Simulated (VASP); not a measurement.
## Sr: single point with PBE

The system is Sr.

```xyz
2
Lattice="4.3100 0.0000 0.0000 -2.1550 3.7326 0.0000 0.0000 0.0000 7.0500" Properties=species:S:1:pos:R:3 pbc="T T T"
Sr    2.1550    1.2442    5.2875
Sr    0.0000    2.4884    1.7625
```

This isn't the form of Sr at room conditions, which is fcc.

- Program: VASP 6.6.1
- Task: single point
- Functional: PBE
- Potentials or basis: VASP PAW PBE potentials, release 64 (Sr_sv)
- Cutoff: 520 eV
- k mesh: 7 × 7 × 4
- Occupations: fermi-dirac, width 0.05 eV
- Spin: no spin polarisation

The pressure is -0.3 GPa and the band gap on the k mesh is none (metal or under the smearing width).

Stress tensor (GPa, compression positive):
```
-0.41  0.00  0.00
 0.00 -0.41  0.00
 0.00  0.00  0.05
```

Levels at points of the mesh, in eV from the Fermi level:
| k point | band 6 | band 7 | band 8 | band 9 | band 10 | band 11 | band 12 | band 13 | band 14 | band 15 |
| --- | --- | --- | --- | --- | --- | --- | --- | --- | --- | --- |
| (0.00, 0.00, 0.00) | -18.61 | -18.61 | -18.60 | -3.64 | -1.16 | -0.02 | 2.23 | 2.23 | 2.23 | 2.62 |
| (0.00, 0.00, 0.50) | -18.62 | -18.62 | -18.62 | -2.73 | -2.73 | 1.22 | 1.22 | 2.23 | 2.23 | 2.23 |

It took 37 s on 1 thread of Intel(R) Xeon(R) Platinum 8488C (Sapphire Rapids), with other jobs on the host, peak memory 0.22 GiB.
